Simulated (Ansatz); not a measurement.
Starting cell, ZrO2 (fluorite):

```xyz
6
Lattice="0.0000 5.0891 5.0891 2.5446 2.5446 5.0891 2.5446 2.5446 0.0000" Properties=species:S:1:pos:R:3 pbc="T T T"
Zr     0.0000     0.0000     0.0000
Zr     2.5446     5.0891     2.5446
O      1.2723     1.2723     1.2723
O      1.2723     3.8169     3.8169
O      3.8169     3.8169     3.8169
O      3.8169     6.3614     6.3614
```

The atoms are displaced by Q × the pattern below (from a DFPT mode at X = (0.5, 0.5, 0.0), largest move 1; Q in Å), at fixed cell. (q is in reciprocal vectors of the primitive cell; the cell shown is doubled to hold the pattern.)

```csv
atom,x,y,z
O3,0.000,0.000,1.000
O4,0.000,0.000,-1.000
O5,0.000,0.000,1.000
O6,0.000,0.000,-1.000
```

Atoms not listed stay in place.

Calculation: r2SCAN (plane waves to 500 eV, PAW, scalar-relativistic; Ansatz, an electronic-structure program). k mesh 11×11×11 (Γ-centred), Fermi-Dirac smearing 0.05 eV. E stands for the smeared free energy. The PAW data are Ansatz's earlier set. This is a high-temperature form of ZrO2. ZrO2 is run without spin polarisation. ZrO2 was relaxed with its symmetry unable to fall. The zero of ΔE is the undisplaced structure.

Successive frames, forces in eV/Å:

| frame | ΔE (meV/cell) | F on Zr1 | F on Zr2 | F on O3 | F on O4 | F on O5 | F on O6 |
|---|---|---|---|---|---|---|---|
| Q = 0.000 Å | 0 | (0.000, 0.000, 0.000) | (0.000, 0.000, 0.000) | (0.000, 0.000, 0.000) | (0.000, 0.000, 0.000) | (0.000, 0.000, 0.000) | (0.000, 0.000, 0.000) |
| Q = 0.073 Å | -28 | (0.000, 0.000, 0.000) | (0.000, 0.000, 0.000) | (0.000, 0.000, 0.178) | (0.000, 0.000, -0.178) | (0.000, 0.000, 0.178) | (0.000, 0.000, -0.178) |
| Q = 0.147 Å | -90 | (0.000, 0.000, 0.000) | (0.000, 0.000, 0.000) | (0.000, 0.000, 0.210) | (0.000, 0.000, -0.210) | (0.000, 0.000, 0.210) | (0.000, 0.000, -0.210) |

What are the energy and the forces in the next frame, Q = 0.220 Å?

ΔE (meV/cell) = -130.

```csv
atom,Fx,Fy,Fz
Zr1,0.000,0.000,0.000
Zr2,0.000,0.000,0.000
O3,0.000,0.000,0.028
O4,0.000,0.000,-0.028
O5,0.000,0.000,0.028
O6,0.000,0.000,-0.028
```

(For displaced atoms, the force is minus the slope of the energy, and its curvature is a force constant, which sets phonon frequencies.)
